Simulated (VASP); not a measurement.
Input of a VASP 6.6.1 run:

The input INCAR:

```
PREC = Accurate
ENCUT = 520
EDIFF = 1E-6
ISMEAR = 0
SIGMA = 0.1
LREAL = False
LASPH = True
NELM = 80
ALGO = Fast
ISIF = 2
LWAVE = False
LCHARG = True
GGA = PE
LELF = True
LVHAR = True
NBANDS = 14
```

The input KPOINTS:

```
regular mesh
0
Gamma
  14 14 8
```

The input POSCAR:

```
AlB2H2
1.0
    1.5973758340     -2.4171548854      0.0000000000
    1.5973758340      2.4171548854      0.0000000000
    0.0000000000      0.0000000000      4.8739736849
Al B H
1 2 2
Direct
    0.5000000000      0.5000000000      0.0000000000
    0.0000000000      0.0000000000      0.6665737941
    0.0000000000      0.0000000000      0.3334262059
    0.0000000000      0.5000000000      0.5000000000
    0.5000000000      0.0000000000      0.5000000000
```

Potentials or basis: VASP PAW PBE potentials, release 64 (Al, B, H).

Launch:

```console
$ cat potpaw_PBE.64/Al/POTCAR potpaw_PBE.64/B/POTCAR potpaw_PBE.64/H/POTCAR > POTCAR
$ mpirun -np 1 vasp_std > vasp.out
```

Task: Predict the pressure.

Result: -0.1 GPa.

Task: What does it give for the band gap on the k mesh?

Result: None (metal or under the smearing width).

Task: What does it give for the largest force?

Result: 0.019 eV/Å.

Stress tensor (GPa, compression positive):
```
-0.16  0.00  0.00
 0.00 -0.15  0.00
 0.00  0.00 -0.04
```
